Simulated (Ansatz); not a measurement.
Reactions of anisole, C7H8O.

Gas-phase electronic energies from Ansatz, PBE0-D4/def2-TZVP geometries. CCSD(T)/CBS is the MP2 limit (def2-TZVPP, def2-QZVPP) plus CCSD(T) − MP2 in def2-TZVPP, frozen cores. This one scheme is used for every species. Functionals use def2-TZVPP. For Br outer-core shells are correlated without core-valence functions, which leaves a few kJ/mol of doubt a bond. Scalar relativity is left out up to krypton. Each species was taken in one conformer, which may not be the lowest.

```
                                         reaction  r2SCAN-D4 (kJ/mol)  CCSD(T)/CBS(def2) (kJ/mol)
             anisole + HBr → `Brc1ccccc1` + CH₃OH                  11                           1
    anisole + `C#CC(=C)C` → `C=C(C)C#CC` + phenol                 -70                         -65
          anisole + `CCS` → `CCSc1ccccc1` + CH₃OH                  -9                         -18
anisole + `BC(O)[SiH3]` → `BC([SiH3])OC` + phenol                  -5                          -2
```

Largest T1 diagnostic: 0.013, for `BC([SiH3])OC`.
